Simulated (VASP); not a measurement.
Wanted: the native input for a VASP 6.6.1 run.

```yaml
Task: band structure
Functional: PBE
Potentials_or_basis: VASP PAW PBE potentials, release 64 (Si)
Cutoff: 520 eV
k_mesh: 10 × 10 × 10
Occupations: gaussian, width 0.02 eV
Spin: no spin polarisation
Further_INCAR_settings: ALGO = Normal; EDIFF = 1e-07
```

Si:

```
Si
1.0
     0.00000    2.72000    2.72000
     2.72000    0.00000    2.72000
     2.72000    2.72000    0.00000
Si
2
Direct
  0.00000 0.00000 0.00000
  0.25000 0.25000 0.25000
```

The cell was built by a generator and needn't be a form met in nature.

These files were run (other wordings do the same):

POSCAR

```
Si
1.0
    0.0000000000      2.7200000000      2.7200000000
    2.7200000000      0.0000000000      2.7200000000
    2.7200000000      2.7200000000      0.0000000000
Si
2
Direct
    0.0000000000      0.0000000000      0.0000000000
    0.2500000000      0.2500000000      0.2500000000
```

INCAR.step1

```
PREC     = Accurate       # precision mode
ENCUT    = 520            # plane-wave cutoff, eV
EDIFF    = 1E-7           # SCF threshold, eV
ISMEAR   = 0              # smearing method
SIGMA    = 0.02           # smearing width, eV
LREAL    = F              # projectors in reciprocal space
LASPH    = T              # aspherical terms in the spheres
NELM     = 60             # most SCF steps
ALGO     = Normal         # electronic algorithm
ISIF     = 2              # what is computed and relaxed
LWAVE    = F              # write WAVECAR
LCHARG   = T              # write CHGCAR
GGA      = PE             # functional
```

KPOINTS.step1

```
regular mesh
0
Gamma
  10 10 10
```

INCAR.step2

```
PREC     = Accurate       # precision mode
ENCUT    = 520            # plane-wave cutoff, eV
EDIFF    = 1E-7           # SCF threshold, eV
ISMEAR   = 0              # smearing method
SIGMA    = 0.05           # smearing width, eV
LREAL    = F              # projectors in reciprocal space
LASPH    = T              # aspherical terms in the spheres
NELM     = 60             # most SCF steps
ALGO     = Normal         # electronic algorithm
ISIF     = 2              # what is computed and relaxed
LWAVE    = F              # write WAVECAR
LCHARG   = F              # write CHGCAR
GGA      = PE             # functional
ICHARG   = 11             # starting density
```

KPOINTS.step2

```
path GXWKGLUWLK,UX
10
line-mode
reciprocal
 0.0000000000  0.0000000000  0.0000000000  G
 0.5000000000  0.0000000000  0.5000000000  X

 0.5000000000  0.0000000000  0.5000000000  X
 0.5000000000  0.2500000000  0.7500000000  W

 0.5000000000  0.2500000000  0.7500000000  W
 0.3750000000  0.3750000000  0.7500000000  K

 0.3750000000  0.3750000000  0.7500000000  K
 0.0000000000  0.0000000000  0.0000000000  G

 0.0000000000  0.0000000000  0.0000000000  G
 0.5000000000  0.5000000000  0.5000000000  L

 0.5000000000  0.5000000000  0.5000000000  L
 0.6250000000  0.2500000000  0.6250000000  U

 0.6250000000  0.2500000000  0.6250000000  U
 0.5000000000  0.2500000000  0.7500000000  W

 0.5000000000  0.2500000000  0.7500000000  W
 0.5000000000  0.5000000000  0.5000000000  L

 0.5000000000  0.5000000000  0.5000000000  L
 0.3750000000  0.3750000000  0.7500000000  K

 0.6250000000  0.2500000000  0.6250000000  U
 0.5000000000  0.0000000000  0.5000000000  X
```

Potentials or basis: VASP PAW PBE potentials, release 64 (Si).

The run is started by

```console
$ cat potpaw_PBE.64/Si/POTCAR > POTCAR
$ cp INCAR.step1 INCAR
$ cp KPOINTS.step1 KPOINTS
$ mpirun -np 1 vasp_std > vasp.out
$ cp INCAR.step2 INCAR
$ cp KPOINTS.step2 KPOINTS
$ mpirun -np 1 vasp_std > vasp.out
```

It gave:

* Band gap on the k mesh: 0.59 eV, indirect (least direct gap 2.56 eV)
* Band gap along the path: 0.59 eV, indirect (least direct gap 2.56 eV)

Caveat: the log is that of the step along the path at fixed density, whose energy, stress, charges and moments have no meaning.

Run time: 19 s on 1 thread of Intel(R) Xeon(R) Platinum 8488C (Sapphire Rapids), on a shared host, peak memory 0.16 GiB.
